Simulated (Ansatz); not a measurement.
Space group F-43m (No. 216). a = 6.260 Å, b = 6.260 Å, c = 6.260 Å, α = 90.00°, β = 90.00°, γ = 90.00°
| atom | site | symmetry | x | y | z |
| --- | --- | --- | --- | --- | --- |
| Hg | 4a | -43m | 0.0000 | 0.0000 | 0.0000 |
| Se | 4d | -43m | 0.2500 | 0.2500 | 0.7500 |

Equation of state of this HgSe structure (not necessarily the ground state), with shape and atoms relaxed at each volume where symmetry leaves them free. It has no gap at any of these volumes. The calculation used Ansatz 0.2.0, DFT PBE, scalar-relativistic, plane waves, PAW.

Plane waves to 420 eV, a k mesh through Γ of 12×12×12 on the computed 2-atom cell and Gaussian smearing (0.10 eV); no spin polarisation.

```csv
V (Å³/atom),E − E(largest V) (meV/atom),P (GPa)
26.988,41.99,7.49
27.908,6.11,5.08
28.828,-17.12,3.07
29.748,-29.79,1.39
30.668,-33.66,-0.01
31.588,-30.18,-1.17
32.508,-20.57,-2.14
33.735,0.00,-3.19
```

Task: Fit a third-order Birch–Murnaghan equation to E(V).

Result: V0 = 30.66 Å³/atom, B0 = 43 GPa, B0' = 5.0.

Spin-orbit coupling is left out, which matters for the bands of heavy elements.